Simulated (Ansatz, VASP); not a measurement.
## GaN: VASP beside Ansatz

Wanted: the spread between two codes on one cell, functional and k mesh. The structure shown is the end of the Ansatz relaxation below.

Method: plane waves, with VASP 6.6.1 beside it; single point at PBEsol, in Ansatz 0.2.0.

### Step 1. Starting point

The structure is hexagonal, space group P6_3mc (No. 186). The conventional cell has a = 3.183 Å, b = 3.183 Å, c = 5.186 Å, α = 90.00°, β = 90.00°, γ = 120.00°. Nearest to Ga lie 4 N at 1.95 Å. Nearest to N lie 4 Ga at 1.95 Å. Farther neighbours and most contacts between anions are not listed.

### Step 2. Ansatz: relaxation, PBEsol

Ansatz runs on its PAW soft_1 files.

This run makes the geometry at which the two programs are then compared.

File input.yaml:

```yaml
crystal:
  lattice:
    - [3.182659, 0.0, 0.0]
    - [-1.5913295, 2.7562635456, 0.0]
    - [0.0, 0.0, 5.185605]
  atoms:
    - { symbol: Ga, position: [0.3333333, 0.6666667, 0.0002587] }
    - { symbol: Ga, position: [0.6666667, 0.3333333, 0.5002587] }
    - { symbol: "N", position: [0.6666667, 0.3333333, 0.1236486] }
    - { symbol: "N", position: [0.3333333, 0.6666667, 0.6236486] }
kpoints:
  mp_grid: { grid: [10, 10, 6] }
scf:
  occupations: { method: fermi_dirac, width: 0.02 }
hamiltonian:
  xc: pbesol
  pseudopotentials: { kind: paw, azcp: { folder: soft_1 }, xc_functional: pbe }
basis:
  ecutwfc: 600
output:
  forces: true
  stress: true
relax:
  f_tol: 0.005
  max_steps: 70
  cell: { stress_tol: 0.02, p_target: 0, fix: [a, b, alpha, beta, gamma] }
```

On the command line:

```
$ ansatz run input.yaml --threads 8 --pin off --max-ram 18432MiB --backend cpu --events-out ev --progress --plain --runs-dir out
```

Numbers of over 12 decimals in the logs are rounded to 6 here.

Log:

```text
Engine: ansatz 0.2.0, aarch64-unknown-linux-gnu
Pseudopotentials: kind: paw
Pseudopotential: Ga, paw, valence charge 13, recommended cutoff 420 eV (normal), soft_1/Ga.paw.azcp
Pseudopotential: N, paw, valence charge 5, recommended cutoff 420 eV (normal), soft_1/N.paw.azcp
Functional definition: PBEsol
  exchange = pbesol_x
  correlation = pbesol_c
Crystal: 4 atoms, lattice volume = 45.489 Å³
Basis set: ecut = 600 eV, 1521 PW (Γ), exchange–correlation on 54×54×90 points (8 copies of the dense FFT grid, shifted against one another)
Bands: 22, of which v1, the nominal top of the filled ones, is band 18 counted from 1 (17 counted from 0)
Symmetry: 12 space group operations
Space group: P63mc (ITA 186), of the structure as read, at distance tolerance 3.6e-5 Å
k-points: 56 of 600 (time reversal used)
Non-local potential: Ga, projectors of the file, l = 0: 2, l = 1: 2, l = 2: 3, l = 3: 1
Non-local potential: N, projectors of the file, l = 0: 2, l = 1: 2, l = 2: 1
PAW form: soft (Blöchl's): semilocal exchange-correlation on the pseudo side does not see the compensation charge
PAW frozen core: Ga, regenerated for the run's functional, and the local potential with it (the file was generated under x = pbe(κ = 0.804, μ = 0.219515), c = pbe(β = 0.066725))
PAW frozen core: N, regenerated for the run's functional, and the local potential with it (the file was generated under x = pbe(κ = 0.804, μ = 0.219515), c = pbe(β = 0.066725))
PAW one-centre angular grid: Ga, 590 points (default); XC on 64 Gauss nodes
PAW one-centre angular grid: N, 110 points (default); XC on 64 Gauss nodes
Initial density: superposition of atomic densities (chi_scale 0.1, normalization cell, long waves kept (reshape's long-wave potential 0.00 eV rms))
Initial wavefunctions: pseudopotential atomic-orbital guess
Functional: x = pbesol(κ = 0.804, μ = 0.123457), c = pbesol(β = 0.046)
SCF iter   1: F=—  HF=-8246.870160 eV  |F-HF|=—  |Δ(HF+E_count)|=         —  Δρ=1.05e-1  dr2=4.21e0  ethr=3.10e-3  ⟨swp⟩=4.7  Hψ=5020  notcnv=0
preconditioner: auto → Resta (q_TF=auto, 2.624 Å⁻¹)  ε∞=4.9  [insulator: Δε(μ)=2.663 eV  Ē_g=16.826 eV  σ=0.020 eV  W_gap=1.00  n_scr=22 (ndim 8)  ℏωp=33.0 eV  f_vac=0.000  D(μ)=0.00/eV (n_scr^D=0)  ε∞_Penn≈4.9]
SCF iter   2: F=—  HF=-8245.833436 eV  |F-HF|=—  |Δ(HF+E_count)|=    1.04e0  Δρ=4.60e-2  dr2=5.07e-1  ethr=3.10e-3  ⟨swp⟩=2.1  Hψ=2477  notcnv=0
SCF iter   3: F=—  HF=-8245.730647 eV  |F-HF|=—  |Δ(HF+E_count)|=   1.03e-1  Δρ=1.67e-2  dr2=9.39e-2  ethr=1.41e-3  ⟨swp⟩=2.0  Hψ=1464  notcnv=0
SCF iter   4: F=—  HF=-8245.709235 eV  |F-HF|=—  |Δ(HF+E_count)|=   2.14e-2  Δρ=2.84e-3  dr2=4.53e-3  ethr=2.61e-4  ⟨swp⟩=3.0  Hψ=2448  notcnv=0
SCF iter   5: F=—  HF=-8245.708353 eV  |F-HF|=—  |Δ(HF+E_count)|=   8.82e-4  Δρ=2.65e-3  dr2=1.77e-3  ethr=1.26e-5  ⟨swp⟩=2.0  Hψ=2456  notcnv=0
SCF iter   6: F=—  HF=-8245.708879 eV  |F-HF|=—  |Δ(HF+E_count)|=   5.27e-4  Δρ=9.40e-4  dr2=2.80e-4  ethr=4.92e-6  ⟨swp⟩=2.9  Hψ=2217  notcnv=0
SCF iter   7: F=—  HF=-8245.708979 eV  |F-HF|=—  |Δ(HF+E_count)|=   1.00e-4  Δρ=2.03e-4  dr2=1.72e-5  ethr=7.78e-7  ⟨swp⟩=2.2  Hψ=2112  notcnv=0
SCF iter   8: F=—  HF=-8245.708986 eV  |F-HF|=—  |Δ(HF+E_count)|=   6.81e-6  Δρ=2.53e-5  dr2=2.22e-7  ethr=4.78e-8  ⟨swp⟩=2.0  Hψ=2237  notcnv=0
SCF iter   9: F=-8245.708986 eV  HF=-8245.708986 eV  |F-HF|=1.60e-9  |Δ(HF+E_count)|=   2.20e-7  Δρ=2.70e-6  dr2=2.78e-9  ethr=2.78e-10  ⟨swp⟩=4.0  Hψ=4480  notcnv=0
SCF 1 converged in 9 iterations: F = -8245.708986 eV  dr2 = 2.78e-9
  greatest PAW one-centre occupation: 0.995 electrons in one spin orbital (limit 2), on the Ga atom at site 0 (counted from 0), in its partial waves of l = 2
relax step   1: F+E_penalty+E_count = -8245.70898648 eV  Δ(F+E_penalty+E_count) = +0.000e0 eV  max|allowed force component| = 4.941e-5 eV/Å  Δτ_max = 0.0000 Å  P = -0.001 GPa  Ω = 45.489 Å³  fix = [a, b, alpha, beta, gamma]  reactions: a +0.001, b +0.001 GPa  (9 SCF iters, dr2 threshold 1.00e-7 eV, accepted)
Initial density: handed on by an earlier stage of this run
Initial wavefunctions: pseudopotential atomic-orbital guess (no wavefunctions were taken with the density)
iter 1 solved again at ethr=1.96e-8 eV; its pass at ethr=3.10e-3 eV (dr2=7.06e-6 eV) is discarded
SCF iter   1: F=—  HF=-8245.708987 eV  |F-HF|=—  |Δ(HF+E_count)|=         —  Δρ=2.67e-6  dr2=2.77e-9  ethr=1.96e-8  ⟨swp⟩=3.0  Hψ=8993  notcnv=0
preconditioner: auto → Resta (q_TF=auto, 2.624 Å⁻¹)  ε∞=5.0  [insulator: Δε(μ)=1.878 eV  Ē_g=16.521 eV  σ=0.020 eV  W_gap=1.00  n_scr=22 (ndim 8)  ℏωp=33.0 eV  f_vac=0.007  D(μ)=0.00/eV (n_scr^D=0)  ε∞_Penn≈5.0]
SCF iter   2: F=—  HF=-8245.708986 eV  |F-HF|=—  |Δ(HF+E_count)|=   4.49e-7  Δρ=1.78e-6  dr2=1.30e-9  ethr=7.70e-12  ⟨swp⟩=2.6  Hψ=2198  notcnv=0
SCF iter   3: F=—  HF=-8245.708986 eV  |F-HF|=—  |Δ(HF+E_count)|=  7.64e-10  Δρ=2.95e-7  dr2=3.65e-11  ethr=3.62e-12  ⟨swp⟩=2.1  Hψ=1563  notcnv=0
SCF iter   4: F=—  HF=-8245.708986 eV  |F-HF|=—  |Δ(HF+E_count)|=  1.27e-11  Δρ=2.05e-7  dr2=1.24e-11  ethr=1.00e-12  ⟨swp⟩=5.0  Hψ=5437  notcnv=0
SCF iter   5: F=-8245.708986 eV  HF=-8245.708986 eV  |F-HF|=5.46e-12  |Δ(HF+E_count)|=  9.09e-12  Δρ=9.55e-8  dr2=1.90e-12  ethr=1.00e-12  ⟨swp⟩=5.0  Hψ=5413  notcnv=0
SCF 2 converged in 5 iterations: F = -8245.708986 eV  dr2 = 1.90e-12
  greatest PAW one-centre occupation: 0.995 electrons in one spin orbital (limit 2), on the Ga atom at site 1 (counted from 0), in its partial waves of l = 2
relax step   2: F+E_penalty+E_count = -8245.70898648 eV  Δ(F+E_penalty+E_count) = -2.728e-10 eV  max|allowed force component| = 4.726e-5 eV/Å  Δτ_max = 0.0000 Å  P = -0.001 GPa  Ω = 45.489 Å³  fix = [a, b, alpha, beta, gamma]  reactions: a +0.001, b +0.001 GPa  stress off target by 4.35e-3 GPa on what of the cell is left free  SCF on the basis re-selected at this cell (its energy is not comparable with the rows above)  (5 SCF iters)
basis re-selected at this cell: Δ(F+E_penalty+E_count) = -2.728e-10 eV, ΔP = +0.000 GPa vs the last step (what re-selecting the basis moved, of the pressure what is left beyond the Pulay correction that the steps carried, after the strain that the cell walked since its last selection, with what the two solves' SCF thresholds leave and, on support functions, any second-order correction that the steps lacked; it is no  [...]
SCF converged after 5 iterations
Free energy (F): -8245.708986 eV
Harris-Foulkes:  -8245.708986 eV  (|F-HF|=5.46e-12)
Internal energy: -8245.708986 eV  (E = F + TS)
E sigma→0 (E₀):  -8245.708986 eV
Fermi energy:    10.556450 eV
--- Per-component energies (eV) ---
  E_band       = -13.579973
  E_kinetic    = 480.800595
  E_local      = -2826.418760  (includes V_loc(G=0)·N_el)
  E_nonlocal   = -106.872217
  E_hartree    = 1786.617125
  E_xc         = -242.607916
  E_vxc        = -261.298782  (∫ρ·V_xc dr)
  E_paw        = -4160.938890  (= ΣΔE_a)
  E_vpaw       = -873.025128  (= ΣTr[D̂ρ^β])
  E_aug_tail   = -0.000005  (compensation charges beyond the density's cutoff)
  E_ewald      = -3178.071074
  E_core_change = 1.782156  (= ΣΔE_core)
  E_smearing   = -0.000000  (= −TS)
  E_closure    = 0.000000  (closes the sum)
  Σ components = -8245.708986   (vs F -8245.708986, Δ=0.00e0)
--- Forces (eV/Å), atoms counted from 1 ---
  atom   1  Ga     0.00000000     0.00000000     0.00004731
  atom   2  Ga    -0.00000000     0.00000000     0.00004731
  atom   3  N      0.00000000     0.00000000    -0.00004720
  atom   4  N      0.00000000    -0.00000000    -0.00004720
  max |Σ_I F_I| component: 2.09e-7 eV/Å
--- Stress (GPa, compression-positive) ---
        0.000626       0.000000       0.000000
       -0.000000       0.000626       0.000000
        0.000000       0.000000      -0.004348
  P = ⅓ Tr σ = -0.0010 GPa (-0.010 kbar)
--- Relaxed structure (1 steps of the walk, 1 accepted, 1 SCFs on fresh bases) ---
  F+E_penalty+E_count = -8245.70898648 eV   max|allowed force component| = 4.726e-5 eV/Å   (the final SCF, on the basis selected at the relaxed cell)
  cell:  # Å, volume = 45.4894 Å³
    - [3.182659, 0.0, 0.0]
    - [-1.591330, 2.756264, 0.0]
    - [0.0, 0.0, 5.185605]
  atoms:
    - { symbol: Ga, position: [0.333333, 0.666667, 0.0002587] }
    - { symbol: Ga, position: [0.666667, 0.333333, 0.5002587] }
    - { symbol: N, position: [0.666667, 0.333333, 0.1236486] }
    - { symbol: N, position: [0.333333, 0.666667, 0.6236486] }
```

Reading the cycles: dr2 is the Hartree energy of the density residual (eV), the measure of convergence; HF is the Harris–Foulkes estimate of the energy, which meets the free energy F at convergence.

### Step 3. VASP: single point, PBEsol, pair 1

The same cell, functional, mesh and smearing now go to VASP, with its own data sets.

Lines of VASP's logs that name or quote its potential files are left out, and so is its time.

File INCAR:

```
SYSTEM = GaN
PREC = Accurate
ENCUT = 600
EDIFF = 1E-06
NELM = 120
ISMEAR = -1
SIGMA = 0.02
LREAL = .FALSE.
ALGO = Normal
GGA = PS
NBANDS = 24
LORBIT = 11
LWAVE = .FALSE.
LCHARG = .FALSE.
ISIF = 2
LASPH = .TRUE.
GGA_COMPAT = .FALSE.
EFERMI = MIDGAP
KPAR = 2
```

File POSCAR:

```
GaN
1.0
    3.1826590000      0.0000000000      0.0000000000
   -1.5913295000      2.7562635456      0.0000000000
    0.0000000000      0.0000000000      5.1856050000
Ga N
2 2
Direct
    0.3333333333      0.6666666667      0.0002587000
    0.6666666667      0.3333333333      0.5002587000
    0.6666666667      0.3333333333      0.1236486000
    0.3333333333      0.6666666667      0.6236486000
```

File KPOINTS:

```
Automatic mesh
0
Gamma
10 10 6
0 0 0
```

The projector-augmented-wave data sets are Ga_d and N (PBE family, release 64).

On the command line:

```
$ mpirun -np 2 vasp_std
```

Log:

```text
[banner, memory and clock lines left out]
running    2 mpi-ranks, on    1 nodes
 distrk:  each k-point on    1 cores,    2 groups
 distr:  one band on    1 cores,    1 groups

 POSCAR found type information on POSCAR GaN
 POSCAR found :  2 types and       4 ions
|                                                                             |
|               ----> ADVICE to this user running VASP <----                  |
|                                                                             |
|     You enforced a specific xc type in the INCAR file but a different       |
|     [... a line on the potential file left out ...]
|     I HOPE YOU KNOW WHAT YOU ARE DOING!                                     |
|                                                                             |

 LDA part: xc-table for (Slater+PW92), standard interpolation
 POSCAR, INCAR and KPOINTS ok, starting setup
 FFT: planning ... GRIDC
 FFT: planning ... GRID_SOFT
 FFT: planning ... GRID
 WAVECAR not read
 entering main loop
       N       E                     dE             d eps       ncg     rms          rms(c)
DAV:   1     0.293959799132E+03    0.29396E+03   -0.19908E+04  2864   0.306E+03
DAV:   2     0.821720308404E+01   -0.28574E+03   -0.27358E+03  2872   0.559E+02
DAV:   3    -0.286801908459E+02   -0.36897E+02   -0.36552E+02  3240   0.156E+02
DAV:   4    -0.298910965046E+02   -0.12109E+01   -0.12084E+01  3336   0.318E+01
DAV:   5    -0.299159460660E+02   -0.24850E-01   -0.24837E-01  3240   0.405E+00    0.102E+01
DAV:   6    -0.262438655946E+02    0.36721E+01   -0.10927E+01  4664   0.533E+01    0.301E+00
DAV:   7    -0.263162087036E+02   -0.72343E-01   -0.14603E+00  2904   0.977E+00    0.261E+00
DAV:   8    -0.262960763470E+02    0.20132E-01   -0.24762E-01  4592   0.681E+00    0.104E+00
DAV:   9    -0.262714232491E+02    0.24653E-01   -0.96098E-02  4472   0.513E+00    0.306E-01
DAV:  10    -0.262722570243E+02   -0.83378E-03   -0.53577E-03  3120   0.699E-01    0.107E-01
DAV:  11    -0.262721025111E+02    0.15451E-03   -0.10791E-03  4264   0.592E-01    0.254E-02
DAV:  12    -0.262721135898E+02   -0.11079E-04   -0.11489E-04  2920   0.814E-02    0.242E-02
DAV:  13    -0.262721120658E+02    0.15240E-05   -0.18634E-05  3568   0.623E-02    0.118E-02
DAV:  14    -0.262721119964E+02    0.69404E-07   -0.37870E-06  2880   0.190E-02
   1 F= -.26272112E+02 E0= -.26272112E+02  d E =-.871866E-23
```

From OUTCAR (step 3):

```text
ion  position               nearest neighbor table
   1  0.333  0.667  0.000-   3 1.95   3 1.95   3 1.95   4 1.95
   2  0.667  0.333  0.500-   4 1.95   4 1.95   4 1.95   3 1.95
   3  0.667  0.333  0.124-   1 1.95   1 1.95   1 1.95   2 1.95
   4  0.333  0.667  0.624-   2 1.95   2 1.95   2 1.95   1 1.95

  LATTYP: Found a hexagonal cell.
 ALAT       =     3.1826590000
 C/A-ratio  =     1.6293310091

 Subroutine GETGRP returns: Found 12 space group operations
 (whereof  6 operations were pure point group operations)

The static configuration has the point symmetry C_3v.
 The point group associated with its full space group is C_6v.

 Found     56 irreducible k-points:

   k-points           NKPTS =     56   k-points in BZ     NKDIM =     56   number of bands    NBANDS=     24

   dimension x,y,z NGX =    28 NGY =   28 NGZ =   42
   dimension x,y,z NGXF=    56 NGYF=   56 NGZF=   84

   ENCUT  =  600.0 eV  44.10 Ry    6.64 a.u.   6.36  6.36 10.36*2*pi/ulx,y,z

   NELECT =      36.0000    total number of electrons

 k-points in reciprocal lattice and weights: Automatic mesh
   0.00000000  0.00000000  0.00000000       0.002
   0.10000000  0.00000000  0.00000000       0.010
   0.20000000  0.00000000  0.00000000       0.010
   0.30000000 -0.00000000  0.00000000       0.010
   0.40000000 -0.00000000  0.00000000       0.010
   0.50000000  0.00000000  0.00000000       0.005
   0.10000000  0.10000000  0.00000000       0.010
   0.20000000  0.10000000  0.00000000       0.020
   0.30000000  0.10000000  0.00000000       0.020
[...]
0.40000000  0.20000000  0.50000000       0.010
   0.30000000  0.30000000  0.50000000       0.010

 average (electrostatic) potential at core
       1 -63.2645       2 -63.2645       3 -62.1006       4 -62.1006

 E-fermi :   6.1815

 k-point     1 :       0.0000    0.0000    0.0000
  band No.  band energies     occupation
    ...
     14       4.1858      2.00000
     15       4.1858      2.00000
     16       5.1906      2.00000
     17       5.2348      2.00000
     18       5.2348      2.00000
     19       7.1283      0.00000
     20       9.4461      0.00000
     21      14.3498      0.00000
     22      15.0548      0.00000
     23      15.0548      0.00000
    ...

 k-point     2 :       0.1000    0.0000    0.0000
  band No.  band energies     occupation
    ...
     14       3.4560      2.00000
     15       3.9764      2.00000
     16       4.3946      2.00000
     17       5.0906      2.00000
     18       5.1438      2.00000
     19       7.8910      0.00000
     20      10.0538      0.00000
     21      14.0350      0.00000
     22      14.4265      0.00000
     23      15.3143      0.00000
    ...

 k-point     3 :       0.2000    0.0000    0.0000
  band No.  band energies     occupation
    ...
     14       1.9467      2.00000
     15       3.0335      2.00000
     16       3.4902      2.00000
     17       4.7659      2.00000
     18       4.8894      2.00000
     19       9.0035      0.00000
     20      10.9850      0.00000
     21      12.9553      0.00000
     22      13.8921      0.00000
     23      15.4071      0.00000
    ...

  Total       -0.1089222     -0.1089222     -0.0993366      0.0000000      0.0000000      0.0000000
  in kB       -3.8363361     -3.8363361     -3.4987219      0.0000000      0.0000000      0.0000000
  external PRESSURE =      -3.7237981 kB  Pullay stress =       0.0000000 kB

  energy-cutoff  :      600.00
  volume of cell :       45.49
      direct lattice vectors                 reciprocal lattice vectors
     3.182659000  0.000000000  0.000000000     0.314202684  0.181405004  0.000000000
    -1.591329500  2.756263546  0.000000000     0.000000000  0.362810008  0.000000000
     0.000000000  0.000000000  5.185605000     0.000000000  0.000000000  0.192841530

 POSITION                                       TOTAL-FORCE (eV/Angst)
 -----------------------------------------------------------------------------------
     -0.00000      1.83751      0.00134         0.000000     -0.000000      0.000432
      1.59133      0.91875      2.59414        -0.000000     -0.000000      0.000432
      1.59133      0.91875      0.64119         0.000000     -0.000000     -0.000432
     -0.00000      1.83751      3.23400         0.000000      0.000000     -0.000432
 -----------------------------------------------------------------------------------
    total drift:                                0.000000      0.000000      0.000258

  FREE ENERGIE OF THE ION-ELECTRON SYSTEM (eV)
  ---------------------------------------------------
  free  energy   TOTEN  =       -26.2721119964 eV

  energy  without entropy=      -26.2721119964  energy(sigma->0) =      -26.27211200

 total charge
# of ion       s       p       d       tot
------------------------------------------
    1        0.790   0.908  10.183  11.881
    2        0.790   0.908  10.183  11.881
    3        1.214   2.502   0.000   3.717
    4        1.214   2.502   0.000   3.717
--------------------------------------------------
tot          4.009   6.821  20.367  31.196

[... 3 further parts left out ...]
```

The run ends at a pressure of -0.37 GPa, with forces up to 4.3e-4 eV/Å.

### Step 4. Comparison

Known differences besides the potentials themselves: Ansatz makes its cores anew for this functional, VASP keeps those of its PBE data sets; Ansatz's pressure holds a Pulay correction, VASP's none. Total energies have different zeros and are not compared.

Compared:

```csv
quantity,Ansatz,VASP,difference
pressure (GPa),0.00,-0.37,+0.37
gap on the k mesh (eV),1.878,1.893,-0.015
```

A gap on the mesh is an upper bound, since the band edges may lie between its points.

### Step 5. Ansatz: relaxation, PBEsol

This run makes the geometry at which the two programs are then compared. The cell compared in this pair holds 43.43 Å³, against 45.49 Å³ for the pair before.

The structure compared here is the end of the Ansatz relaxation.

Edit input.yaml of step 2 so:

```diff
@@ -2,5 +2,5 @@
   lattice:
-    - [3.182659, 0.0, 0.0]
-    - [-1.5913295, 2.7562635456, 0.0]
-    - [0.0, 0.0, 5.185605]
+    - [3.08717923, 0.0, 0.0]
+    - [-1.543589615, 2.6735756392, 0.0]
+    - [0.0, 0.0, 5.27894589]
   atoms:
@@ -22,2 +22,6 @@
   stress: true
+  write_density: true
+  write_potential: true
+  elf: true
+  volumetric_format: npy
 relax:
```

On the command line:

```
$ ansatz run input.yaml --threads 8 --pin off --max-ram 18432MiB --backend cpu --events-out ev --progress --plain --runs-dir out
```

Log:

```text
[...]
Crystal: 4 atoms, lattice volume = 43.571 Å³
Basis set: ecut = 600 eV, 1461 PW (Γ), exchange–correlation on 50×50×90 points (8 copies of the dense FFT grid, shifted against one another)
Bands: 22, of which v1, the nominal top of the filled ones, is band 18 counted from 1 (17 counted from 0)
Symmetry: 12 space group operations
[...]
k-points: 56 of 600 (time reversal used)
[...]
--- Relaxed structure (4 steps of the walk, 4 accepted, 1 SCFs on fresh bases) ---
[...]
cell:  # Å, volume = 43.4324 Å³
    - [3.087179, 0, 0.0]
    - [-1.543590, 2.673576, 0.0]
    - [0.0, 0.0, 5.262108]
  atoms:
    - { symbol: Ga, position: [0.333333, 0.666667, -0.00381899] }
    - { symbol: Ga, position: [0.666667, 0.333333, 0.496181] }
    - { symbol: N, position: [0.666667, 0.333333, 0.127726] }
    - { symbol: N, position: [0.333333, 0.666667, 0.627726] }
[key lines of the parts left out:]
SCF converged after 6 iterations
Free energy (F): -8245.592862 eV
Fermi energy:    11.423094 eV
P = ⅓ Tr σ = 9.5065 GPa (95.065 kbar)
```

[end of part 1 of 2]

[Lines on the potential files, build, host, timing and source positions are cut from VASP's logs without a mark.]

[Logs are printed without paths, hosts, clocks, repeated set-up lines and the standing remarks that a program may print on its own settings, such as how far it seeks lower states.]

[Hosts, paths, dates, database ids (printed as entryN), source tags and the programs' standing remarks are cut or masked in the printed files.]
